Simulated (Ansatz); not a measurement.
**KBr and the effect of the share of exact exchange**

Symmetry: Fm-3m, No. 225, cubic system. The conventional cell has a = 6.600 Å, b = 6.600 Å, c = 6.600 Å, α = 90.00°, β = 90.00°, γ = 90.00°. Br (site symmetry m-3m) is surrounded by 6 K at 3.30 Å. K (site symmetry m-3m) is surrounded by 6 Br at 3.30 Å.

Kept alike: task single point; k mesh 4 × 4 × 4; occupations fermi-dirac, width 0.05 eV; no spin polarisation. Program: Ansatz, Ansatz PAW, cutoff 420 eV. The mesh is that of the run's cell of 2 atoms. No spin-orbit coupling.

| run | band gap (eV) | pressure (GPa) |
| --- | --- | --- |
| A | 8.253 | 0.14 |
| B | 4.435 | 0.72 |
| C | 6.316 | 0.44 |
| D | 5.556 | 0.55 |
| E | 5.180 | 0.61 |
| F | 7.085 | 0.32 |

The k mesh is coarse, so the values aren't converged. Pressure is positive in compression, with a Pulay correction for the finite cutoff. Spin-orbit coupling, left out here, moves the band edges of heavy atoms and can close or invert small gaps. A gap read on the mesh alone can miss an edge between its points. All rows use potentials made for PBE. The mesh is thin for exact exchange.

Task: The runs differ in the share of exact exchange alone: 0; 0.1; 0.15; 0.25; 0.35; 0.5. Which run is which?

Result: Run A is 0.5; run B is 0; run C is 0.25; run D is 0.15; run E is 0.1; run F is 0.35. The band gap rises from 4.435 to 8.253 eV between 0 and 0.5. Exact exchange pulls filled levels down against empty ones, so the gap grows nearly in line with its share. The mean slope is +7.64 eV per unit of share. The pressure falls from 0.72 to 0.14 GPa between 0 and 0.5. Exact exchange shortens the bonds here, so the pressure at fixed cell falls.
